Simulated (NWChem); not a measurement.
# One shape, several levels: C3H9N (propylamine)

Aim: a comparison of 6 runs (HF/3-21G, HF/def2-SVP, B3LYP/6-31G*, PBE/cc-pVDZ, BLYP/6-311G**, MP2/def2-SVP) of C3H9N (propylamine). 

Program for the calculation: NWChem 7.3.0.

2 further runs of the same task are left out: 2 set aside as unsound or not needed.

## (1) The molecule

The species is C3H9N (13 atoms), meant as a singlet with charge 0. SMILES: `CCCN`. Geometry: relaxed at PBE0-D4/def2-TZVP. This is one conformer, not always the lowest.

Bond lengths: C1–C2 1.519 Å, C2–C3 1.526 Å, C3–N4 1.453 Å, C1–H5 1.092 Å, C1–H6 1.094 Å, C1–H7 1.093 Å, C2–H8 1.097 Å, C2–H9 1.096 Å, C3–H10 1.096 Å, C3–H11 1.095 Å, N4–H12 1.013 Å, N4–H13 1.012 Å. Some angles: C1–C2–C3 113.6°, C2–C3–N4 116.6°, C1–C2–H8 109.8°, C1–C2–H9 109.6°, C3–C2–H8 108.9°, C3–C2–H9 108.5°, C2–C1–H5 111.5°, C2–C1–H6 111.0°, C2–C1–H7 111.6°, C2–C3–H10 109.2°.

## (2) Energy and forces at HF/3-21G (run 1)

Input file input.xyz:

```xyz
13
C3H9N
C     -1.377900     0.221800     0.509700
C     -0.298300    -0.788700     0.163000
C      1.099100    -0.182300     0.067600
N      1.304000     0.822500    -0.961500
H     -2.359000    -0.251500     0.588100
H     -1.167200     0.709300     1.466500
H     -1.456900     1.003200    -0.251000
H     -0.539700    -1.277600    -0.788900
H     -0.282600    -1.582700     0.918600
H      1.361700     0.270300     1.030600
H      1.826800    -0.983100    -0.098000
H      1.066200     0.451400    -1.873800
H      0.709100     1.626300    -0.805800
```

Input file input.nw:

```
start input
title "C3H9N"
memory stack 880 mb heap 220 mb global 1100 mb

geometry noautosym nocenter noautoz
load format xyz input.xyz
end

basis "ao basis" spherical bse
* library 3-21G
end

scf
singlet
rhf
thresh 1e-08
maxiter 80
end

task scf gradient
```

The run is started by

```sh
$ nwchem input.nw > input.out
```

The program printed:

```text
[...]
  functions       =    54
[...]
  wavefunction    = RHF
[...]
         Total SCF energy =   -172.321263015931
      One-electron energy =   -496.540248093185
      Two-electron energy =    190.584241543004
 Nuclear repulsion energy =    133.634743534250
        Time for solution =      1.6s
[...]
                         RHF ENERGY GRADIENTS
    atom               coordinates                        gradient
                 x          y          z           x          y          z
   1 C      -2.603853   0.419141   0.963193    0.012071  -0.012865  -0.004000
   2 C      -0.563705  -1.490427   0.308025    0.002292   0.019719   0.004392
   3 C       2.076998  -0.344497   0.127745   -0.018463   0.010590  -0.021177
   4 N       2.464203   1.554300  -1.816972    0.015955  -0.010112   0.015931
   5 H      -4.457864  -0.475266   1.111348   -0.005104  -0.001827   0.000412
   6 H      -2.205688   1.340383   2.771283    0.000622   0.002926   0.004948
   7 H      -2.753142   1.895773  -0.474321   -0.001054   0.004488  -0.003617
   8 H      -1.019885  -2.414314  -1.490805   -0.000852  -0.003294  -0.004998
   9 H      -0.534037  -2.990869   1.735902    0.000013  -0.005469   0.004076
  10 H       2.573240   0.510793   1.947552    0.002367   0.002903   0.006211
  11 H       3.452151  -1.857790  -0.185193    0.005045  -0.004950  -0.000634
[...]
```

It took 2.4 s on 1 thread of AMD EPYC 9R45 (Zen 5), shared host; peak memory 0.099 GiB.

## (3) Energy and forces at HF/def2-SVP (run 2)

Input file run.py:

```python
from ase import Atoms
from ase.calculators.nwchem import NWChem

system = Atoms(['C', 'C', 'C', 'N', 'H', 'H', 'H', 'H', 'H', 'H', 'H', 'H', 'H'], positions=[
    [-1.377900, 0.221800, 0.509700],
    [-0.298300, -0.788700, 0.163000],
    [1.099100, -0.182300, 0.067600],
    [1.304000, 0.822500, -0.961500],
    [-2.359000, -0.251500, 0.588100],
    [-1.167200, 0.709300, 1.466500],
    [-1.456900, 1.003200, -0.251000],
    [-0.539700, -1.277600, -0.788900],
    [-0.282600, -1.582700, 0.918600],
    [1.361700, 0.270300, 1.030600],
    [1.826800, -0.983100, -0.098000],
    [1.066200, 0.451400, -1.873800],
    [0.709100, 1.626300, -0.805800],
])

calc = NWChem(
    label='c3h9n',
    theory='scf',
    memory='2200 mb',
    basis='def2-SVP',
    basispar='spherical bse',
    scf={'nopen': '0', 'rhf': None, 'thresh': '1e-08', 'maxiter': '80', 'print': 'low'},
)
system.calc = calc

forces = system.get_forces()
e = system.get_potential_energy()
print(f"E = {e:.6f} eV")
print("forces (eV/A):")
for s, f in zip(system.symbols, forces):
    print(f"{s:2s} {f[0]:10.5f} {f[1]:10.5f} {f[2]:10.5f}")
```

The run is started by

```sh
$ export ASE_NWCHEM_COMMAND="nwchem PREFIX.nwi > PREFIX.nwo"
$ python run.py
```

The program printed:

```text
E = -4711.976598 eV
forces (eV/A):
C    -0.21011    0.13359    0.04695
C     0.04916   -0.16208   -0.06464
C     0.30601    0.08901    0.00350
N    -0.43920    0.02725   -0.17072
H     0.02036    0.00483    0.00535
H    -0.02247   -0.01250   -0.03332
H    -0.01322   -0.03841    0.04217
H    -0.01280    0.00992    0.04823
H    -0.00422    0.05302   -0.04921
H    -0.00319   -0.05451   -0.05842
H    -0.05507    0.04453    0.02407
H     0.10542    0.18188    0.31630
H     0.27938   -0.27650   -0.11025
```

The calculator wrote c3h9n.nwi:

```
title "c3h9n"

permanent_dir c3h9n

scratch_dir c3h9n

start c3h9n

geometry units angstrom nocenter noautosym noautoz
  C  -1.3778999999999999e+00 2.2180000000000000e-01 5.0970000000000004e-01
  C  -2.9830000000000001e-01 -7.8869999999999996e-01 1.6300000000000001e-01
  C  1.0991000000000000e+00 -1.8229999999999999e-01 6.7599999999999993e-02
  N  1.3040000000000000e+00 8.2250000000000001e-01 -9.6150000000000002e-01
  H  -2.3590000000000000e+00 -2.5150000000000000e-01 5.8809999999999996e-01
  H  -1.1672000000000000e+00 7.0930000000000004e-01 1.4664999999999999e+00
  H  -1.4569000000000001e+00 1.0032000000000001e+00 -2.5100000000000000e-01
  H  -5.3969999999999996e-01 -1.2776000000000001e+00 -7.8890000000000005e-01
  H  -2.8260000000000002e-01 -1.5827000000000000e+00 9.1859999999999997e-01
  H  1.3616999999999999e+00 2.7029999999999998e-01 1.0306000000000000e+00
  H  1.8268000000000000e+00 -9.8309999999999997e-01 -9.8000000000000004e-02
  H  1.0662000000000000e+00 4.5140000000000002e-01 -1.8737999999999999e+00
  H  7.0909999999999995e-01 1.6263000000000001e+00 -8.0579999999999996e-01
end

memory 2200 mb

basis spherical bse noprint
   * library def2-SVP
end

scf
  nopen 0
  rhf
  thresh 1e-08
  maxiter 80
  print low
end

task scf gradient
```

c3h9n.nwo:

```text
Northwest Computational Chemistry Package (NWChem) 7.3.0
             --------------------------------------------------------

           Job information
           ---------------

    nwchem branch   = 7.3.0
    use scalapack   = T
    input           = c3h9n.nwi
    prefix          = c3h9n.
    data base       = c3h9n/c3h9n.db
    status          = startup
    nproc           =        1

           Memory information
           ------------------

    heap     =     72089594 doubles =      550.0 Mbytes
    stack    =     72089599 doubles =      550.0 Mbytes
    global   =    144179200 doubles =     1100.0 Mbytes (distinct from heap & stack)
    total    =    288358393 doubles =     2200.0 Mbytes
    verify   = yes
    hardfail = no

           Directory information
           ---------------------

  0 permanent = c3h9n
  0 scratch   = c3h9n

                                NWChem Input Module
                                -------------------

                                       c3h9n
                                       -----

[... 25 lines left out ...]
            Nuclear Dipole moment (a.u.)
[... 62 lines left out ...]
                                       c3h9n

  ao basis        = "ao basis"
  functions       =   101
  atoms           =    13
  closed shells   =    17
  open shells     =     0
  charge          =   0.00
  wavefunction    = RHF
  input vectors   = atomic
  output vectors  = c3h9n/c3h9n.movecs
  use symmetry    = F
  symmetry adapt  = F

 Forming initial guess at       0.0s

 Starting SCF solution at       0.2s

       Final RHF  results
       ------------------

         Total SCF energy =   -173.161947482003
      One-electron energy =   -497.725827863218
      Two-electron energy =    190.929136846965
 Nuclear repulsion energy =    133.634743534250

        Time for solution =     11.4s

                              NWChem Gradients Module
                              -----------------------

                         RHF ENERGY GRADIENTS

    atom               coordinates                        gradient
                 x          y          z           x          y          z
   1 C      -2.603853   0.419141   0.963193    0.004086  -0.002598  -0.000913
   2 C      -0.563705  -1.490427   0.308025   -0.000956   0.003152   0.001257
   3 C       2.076998  -0.344497   0.127745   -0.005951  -0.001731  -0.000068
[... 9 lines of this table left out ...]
  13 H       1.340005   3.073261  -1.522741   -0.005433   0.005377   0.002144

 Task  times  cpu:       13.1s     wall:       13.1s
 Total times  cpu:       13.1s     wall:       13.1s
```

It took 14 s on 1 thread of AMD EPYC 9R45 (Zen 5), shared host; peak memory 0.1 GiB.

Runs 3 to 5 aren't shown in full; the table further down has their settings and results.

## (4) Energy and gradient at MP2/def2-SVP (run 6)

Input file mol.nw:

```
start mol
memory stack 880 mb heap 220 mb global 1100 mb

geometry units angstroms noautosym nocenter noautoz
 C       -1.377900       0.221800       0.509700
 C       -0.298300      -0.788700       0.163000
 C        1.099100      -0.182300       0.067600
 N        1.304000       0.822500      -0.961500
 H       -2.359000      -0.251500       0.588100
 H       -1.167200       0.709300       1.466500
 H       -1.456900       1.003200      -0.251000
 H       -0.539700      -1.277600      -0.788900
 H       -0.282600      -1.582700       0.918600
 H        1.361700       0.270300       1.030600
 H        1.826800      -0.983100      -0.098000
 H        1.066200       0.451400      -1.873800
 H        0.709100       1.626300      -0.805800
end

basis spherical bse
 * library def2-SVP
end

scf
 thresh 1e-08
 maxiter 80
 print medium
end

mp2
 freeze core 4
 tight
end

task mp2 gradient
```

The run is started by

```sh
$ nwchem mol.nw > mol.out
```

The program printed:

```text
[...]
  functions       =   101
[...]
  wavefunction    = RHF
[...]
         Total SCF energy =   -173.161947482001
      One-electron energy =   -497.725827863229
      Two-electron energy =    190.929136846977
 Nuclear repulsion energy =    133.634743534250
        Time for solution =     11.5s
[...]
          Total MP2 energy          -173.773317790308
[...]
                         mp2 ENERGY GRADIENTS
    atom               coordinates                        gradient
                 x          y          z           x          y          z
   1 C      -2.603853   0.419141   0.963193   -0.000439   0.000890   0.000546
   2 C      -0.563705  -1.490427   0.308025   -0.000756  -0.002319  -0.000938
   3 C       2.076998  -0.344497   0.127745    0.001469  -0.001875   0.003460
   4 N       2.464203   1.554300  -1.816972   -0.005862   0.000073  -0.002753
   5 H      -4.457864  -0.475266   1.111348    0.004353   0.002145  -0.000411
   6 H      -2.205688   1.340383   2.771283   -0.001193  -0.001852  -0.003873
   7 H      -2.753142   1.895773  -0.474321   -0.000354  -0.002962   0.003263
   8 H      -1.019885  -2.414314  -1.490805    0.000860   0.001901   0.004168
   9 H      -0.534037  -2.990869   1.735902    0.000174   0.003288  -0.003220
  10 H       2.573240   0.510793   1.947552   -0.000832  -0.001660  -0.004495
  11 H       3.452151  -1.857790  -0.185193   -0.003194   0.003856   0.000589
[...]
```

Wall time 29 s (1 thread of AMD EPYC 9R45 (Zen 5), shared host); peak memory 0.38 GiB.

## (5) Overview of the runs

```
run                               level  iteration cap  module  energy (Eh)  dipole moment (D)  HOMO energy (eV)  LUMO energy (eV)  wall time
  1                            HF/3-21G             80     scf  -172.321263               1.69            -10.01              6.81      2.4 s
  2                         HF/def2-SVP             80     scf  -173.161947                  –                 –                 –       14 s
  3  B3LYP/6-31G* (spherical functions)            100     dft  -174.480427               1.38             -6.14              2.13       31 s
  4                         PBE/cc-pVDZ            100     dft  -174.241332               1.10             -4.94              0.92       26 s
  5                       BLYP/6-311G**            100     dft  -174.432005               1.20             -5.00              0.48       29 s
  6                        MP2/def2-SVP             80     mp2  -173.773318               1.32            -10.38              4.62       29 s
```

## (6) Results

```
                                                      quantity          value
                                           run 6: total energy  -173.77332 Eh
run 6: dipole moment (of the density that the program reports)         1.32 D
                    run 6: HOMO energy (Hartree–Fock orbitals)      -10.38 eV
                    run 6: LUMO energy (Hartree–Fock orbitals)        4.62 eV
                  run 6: HOMO–LUMO gap (Hartree–Fock orbitals)       15.00 eV
            run 6: correlation energy (4 core orbitals frozen)     -611.4 mEh
                               run 6: largest force on an atom     0.333 eV/Å
```

In words: Over runs 1, 3, 4, 5, 6 the dipole moment (its size) runs from 1.10 D (PBE/cc-pVDZ) to 1.69 D (HF/3-21G). The two ends differ in method and basis. Over runs 1, 3, 4, 5 the HOMO–LUMO gap runs from 5.48 eV (BLYP/6-311G**) to 16.83 eV (HF/3-21G). Totals of different functionals can't be ranked against each other. All runs together took 2.2 min, the longest 31 s.
